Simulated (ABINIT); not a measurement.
# LiCl (Fm-3m): G0W0 with ABINIT, start to end, part 3 of 3

Aim: the G0W0 gap of LiCl (Fm-3m) on LDA, step by step.

ABINIT 10.8.3; LDA and many-body steps on it, plane waves. Known limits of the many-body steps: not at the basis limit; coarse k mesh.

So far. Step 4 (Empty states on the mesh, 4×4×4 mesh, 48 bands): On this mesh the gap is 5.989 eV. Step 5 (Screening, 4×4×4 mesh, 44 bands, screening to 108.8 eV): Local fields lower ε∞ by 15 %. On a Γ-centred mesh this coarse the value itself is usually too large, while a short band sum pulls it down.

The database entry behind the starting cell differs from later determinations by our own check (0.1 to 0.3 % short, probably kX units), so it need not match the best structure at ambient conditions.

**6. Self-energy, 4×4×4 mesh, 44 bands, screening to 108.8 eV**

The self-energy is evaluated for the states that the input lists, and the levels follow from it, in one-shot runs by the linearised quasiparticle equation.

This step: G0W0 on LDA, plane waves, norm-conserving pseudopotentials.

run.abi

```
acell 3*1.0 Angstrom
rprim 
  0.000000000000 2.564770000000 2.564770000000
  2.564770000000 0.000000000000 2.564770000000
  2.564770000000 2.564770000000 0.000000000000
ntypat 2
znucl 3 17
natom 2
typat 1 2
xred 
  0.000000000000 0.000000000000 0.000000000000
  0.500000000000 0.500000000000 0.500000000000
pp_dirpath "pseudos"
pseudos "Li.upf, Cl.upf"
ecut 33
ngkpt 4 4 4
nshiftk 1
shiftk 0 0 0
kptopt 1
chksymbreak 0
istwfk *1
occopt 1
irdwfk 1
optdriver 4
nband 44
gwcalctyp 0
ecutsigx 33
symsigma 1
nkptgw 1
kptgw 
  0.0000000000 0.0000000000 0.0000000000
bdgw 
  3 9
ecuteps 4
irdscr 1
ppmodel 1
indata_prefix "in"
outdata_prefix "out"
tmpdata_prefix "tmp"
```

The run is started by

```sh
$ OMP_NUM_THREADS=1 mpirun -n 4 abinit run.abi > log
```

Numbers of over 12 decimals in the logs are rounded to 6 here.

The log of the run:

```text
.Version 10.8.3 of ABINIT. v10.8.2 released Aug 2026.

 Symmetries : space group Fm -3 m (#225); Bravais cF (face-center cubic)
[... echo of the input left out ...]
== DATASET  1 ==================================================================
-   mpi_nproc: 4, omp_nthreads: 1 (-1 if OMP is not activated)

--- !DatasetInfo
iteration_state: {dtset: 1, }
dimensions: {natom: 2, nkpt: 8, mband: 44, nsppol: 1, nspinor: 1, nspden: 1, mpw: 2085, }
cutoff_energies: {ecut:  33.0, pawecutdg:  -1.0, }
electrons: {nelect:   1.00000000E+01, charge:   0.00000000E+00, occopt:   1.00000000E+00, tsmear:   1.00000000E-02, }

 SIGMA: Calculation of the GW corrections

 Based on a program developped by R.W. Godby, V. Olevano, G. Onida, and L. Reining.
 Incorporated in ABINIT by V. Olevano, G.-M. Rignanese, and M. Torrent.
.Using double precision arithmetic ; gwpc =  8

[... cell and pseudopotentials left out ...]
--------------------------------------------------------------------------------

 ==== K-mesh for the wavefunctions ====
 Number of points in the irreducible wedge :     8
[... list of points left out ...]
 Together with 48 symmetry operations and time-reversal symmetry
 yields    64 points in the full Brillouin Zone.

 ==== Q-mesh for screening function ====
 Number of points in the irreducible wedge :     8
[... list of points left out ...]
 Together with 48 symmetry operations and time-reversal symmetry
 yields    64 points in the full Brillouin Zone.

 vcoul_init : cutoff-mode = AUXILIARY_FUNCTION
 q-points for optical limit:   1
     1)      0.000010    0.000020    0.000030
 setmesh: FFT mesh size selected  =    36x   36x   36
          total number of points  =        46656

 Number of electrons calculated from density =   10.0000; Expected =   10.0000
 average of density, n =  0.043917
 r_s =    1.7583
 omega_plasma =   20.2148 [eV]

 === KS Band Gaps ===
  >>>> For spin  1
   Minimum direct gap =   5.9890 [eV], located at k-point      :   0.0000  0.0000  0.0000
   Fundamental gap    =   5.9890 [eV], Top of valence bands at :   0.0000  0.0000  0.0000
                                       Bottom of conduction at :   0.0000  0.0000  0.0000
 SIGMA fundamental parameters:
 PLASMON POLE MODEL  1
 number of plane-waves for SigmaX                 2085
 number of plane-waves for SigmaC and W             89
 number of plane-waves for wavefunctions          2085
 number of bands                                    44
 number of independent spin polarizations            1
 number of spinorial components                      1
 number of k-points in IBZ                           8
 number of q-points in IBZ                           8
 number of symmetry operations                      48
 number of k-points in BZ                           64
 number of q-points in BZ                           64
 number of frequencies for dSigma/dE                 9
 frequency step for dSigma/dE [eV]                0.25
 number of omega for Sigma on real axis              0
 max omega for Sigma on real axis  [eV]           0.00
 zcut for avoiding poles [eV]                     0.10

 EPSILON^-1 parameters (SCR file):
 dimension of the eps^-1 matrix on file             89
 dimension of the eps^-1 matrix used                89
 number of plane-waves for wavefunctions          2085
 number of bands                                    44
 number of q-points in IBZ                           8
 number of frequencies                               2
 number of real frequencies                          1
 number of imag frequencies                          1

 matrix elements of self-energy operator (all in [eV])

 Perturbative Calculation

--- !SelfEnergy_ee
iteration_state: {dtset: 1, }
kpoint     : [   0.000,    0.000,    0.000, ]
spin       : 1
KS_gap     :    5.989
QP_gap     :    8.815
Delta_QP_KS:    2.826
data: !SigmaeeData |
     Band     E0 <VxcDFT>   SigX SigC(E0)      Z dSigC/dE  Sig(E)    E-E0       E
        3   0.082 -14.528 -18.906   2.424   0.804  -0.244 -16.099  -1.570  -1.488
        4   0.082 -14.528 -18.906   2.424   0.804  -0.244 -16.099  -1.570  -1.488
        5   0.082 -14.528 -18.906   2.424   0.804  -0.244 -16.099  -1.570  -1.488
        6   6.071  -9.728  -4.830  -3.410   0.844  -0.185  -8.472   1.256   7.327
        7  11.664  -9.876  -4.327  -3.537   0.835  -0.198  -8.196   1.679  13.344
        8  11.664  -9.876  -4.327  -3.537   0.835  -0.198  -8.196   1.679  13.344
        9  11.664  -9.876  -4.327  -3.537   0.835  -0.198  -8.196   1.679  13.344

== END DATASET(S) ==============================================================
================================================================================

 -outvars: echo values of variables after computation  --------
           etotal      0.0000000000E+00
            nband          44
             nkpt           8
          spgroup         225
 [... the other variables as echoed above ...]

 Calculation completed.
```

Run time: 2.2 s. Hardware: 4 MPI ranks of Intel Xeon Platinum 8488C (Sapphire Rapids), shared host; peak memory 0.12 GiB.

This step gave:

* G0W0 gap on the points computed: 8.815 eV
* starting gap on the mesh: 5.989 eV
* k of the valence top: 0, 0, 0
* k of the conduction bottom: 0, 0, 0
* Z at the valence top: 0.804
* Z at the conduction bottom: 0.844
* least direct G0W0 gap on the computed points: 8.815 eV

The gap on the mesh goes from 5.99 eV to 8.81 eV, a correction of +2.83 eV.

Limits: finite bands, cutoff and mesh; coarse k mesh. v1 is the top filled band, c1 the lowest empty one. The levels before and after the correction (eV, zero at the valence-band top of each column):

```tsv
	conduction bottom	valence top
Kohn-Sham	5.99	0.00
G0W0	8.81	0.00
```

```tsv
	level	energy (eV)
Kohn-Sham	Γ v3-v1	0.000
Kohn-Sham	Γ c1	5.989
Kohn-Sham	Γ c2-c4	11.582
G0W0	Γ v3-v1	0.000
G0W0	Γ c1	8.815
G0W0	Γ c2-c4	14.832
```

**7. Where the time went**

Times are wall times on 4 MPI ranks of Intel Xeon Platinum 8488C (Sapphire Rapids), shared host, good to a factor of about two.

```tsv
step	time	share	memory (GiB)
ground state	5 s	24 %	0.31
bands along the symmetry lines	4.9 s	23 %	0.29
empty states on the mesh	4.8 s	23 %	0.28
screening	4 s	19 %	0.43
self-energy	2.2 s	10 %	0.12
```

**8. Summary of results**

* LDA gap: 5.99 eV, indirect (only 4 meV under the direct gap)
* G0W0 gap on the mesh: 8.81 eV
* GW settings: 4×4×4 mesh, 44 bands, screening to 108.8 eV, Godby-Needs plasmon pole
* known limits: not at the basis limit; coarse k mesh

G0W0 moves the gap on the mesh from 5.99 eV to 8.81 eV (+2.83 eV), with Z of 0.80 and 0.84 at the edges. Local fields lower the RPA ε∞ on this mesh from 3.52 to 3.00; a Γ-centred mesh this coarse tends to raise both, most where the direct gap is narrow, while a short band sum lowers them. Only 1 of the mesh's irreducible points was corrected, so a valley elsewhere could overtake. Bands and cutoff are finite, so the gap is not at the basis limit. The miss can reach some tenths of an eV and take either sign; the mesh is an error of its own. In the G0W0 run levels were corrected at 1 k point alone, so a gap called «on the mesh» is the least over those, and an edge elsewhere would be missed. The 4×4×4 mesh is coarse for this cell, which bears on the long-range parts of exchange and screening.

[Paths, hosts, dates, memory and timing lines, banners, echoed tables and standing remarks are left out of the program output.]

[Logs are printed without paths, hosts, clocks, repeated set-up lines and the standing remarks that a program may print on its own settings, such as how far it seeks lower states.]

[Runs of the session that timed out or met a known fault of the program may be left out.]

[Hosts, paths, dates, database ids (printed as entryN), source tags and the programs' standing remarks are cut or masked in the printed files.]

[G0W0 gaps are taken among the corrected bands and points alone; a level outside them can change the order at an edge.]

[Where Ansatz stands beside ABINIT at settings called matched, ABINIT's density can come from a denser mesh and the files from another edition; pairs whose starting gaps differed by over 0.03 eV were left out, so agreement reads better than it is.]
